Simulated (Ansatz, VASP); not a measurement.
## NaCl in VASP and in Ansatz

INCAR

```
PREC     = Accurate       # precision mode
ENCUT    = 520            # plane-wave cutoff, eV
EDIFF    = 1E-6           # SCF threshold, eV
ISMEAR   = 0              # smearing method
SIGMA    = 0.02           # smearing width, eV
LREAL    = F              # projectors in reciprocal space
LASPH    = T              # aspherical terms in the spheres
NELM     = 60             # most SCF steps
ALGO     = Normal         # electronic algorithm
ISIF     = 2              # what is computed and relaxed
LWAVE    = F              # write WAVECAR
LCHARG   = F              # write CHGCAR
GGA      = PE             # functional
NBANDS   = 14             # bands
```

Contents of KPOINTS:

```
Automatic mesh
0
Gamma
  8 8 8
```

File POSCAR:

```
NaCl
1.0
    0.0000000000      2.7889731238      2.7889731238
    2.7889731238      0.0000000000      2.7889731238
    2.7889731238      2.7889731238      0.0000000000
Na Cl
1 1
Direct
    0.0000000000      0.0000000000      0.0000000000
    0.5000000000      0.5000000000      0.5000000000
```

Input for Ansatz:

```yaml
crystal:
  lattice:
    - [0.0, 2.7889731238, 2.7889731238]
    - [2.7889731238, 0.0, 2.7889731238]
    - [2.7889731238, 2.7889731238, 0.0]
  atoms:
    - { symbol: Na, position: [0.0, 0.0, 0.0] }
    - { symbol: Cl, position: [0.5, 0.5, 0.5] }
basis:
  ecutwfc: 420
kpoints:
  mp_grid: { grid: [8, 8, 8] }
hamiltonian:
  xc: pbe
scf:
  occupations: { method: gaussian, width: 0.02 }
output:
  forces: true
  stress: true
  eigenvalues: true
```

Alike in both runs: task single point; functional PBE; k mesh 8 × 8 × 8; occupations gaussian, width 0.02 eV; no spin polarisation.

|  | VASP | Ansatz |
| --- | --- | --- |
| version | VASP 6.6.1 | Ansatz 0.2.0 |
| potentials or method | VASP PAW PBE potentials, release 64 (Na_pv, Cl) | scalar-relativistic, plane waves, PAW |
| plane-wave cutoff (eV) | 520 | 420 |
| valence electrons in the cell | 14 | 16 |

|  | VASP | Ansatz | Ansatz less VASP |
| --- | --- | --- | --- |
| gap on the k mesh at the Fermi level (eV) | 5.24 | 5.24 | 0.000 |
| least direct gap on the mesh (eV) | 5.24 | 5.24 | 0.000 |
| pressure (GPa) | 1.7 | 1.7 | +0.02 |

The two sets of potentials don't hold the same shells in valence.
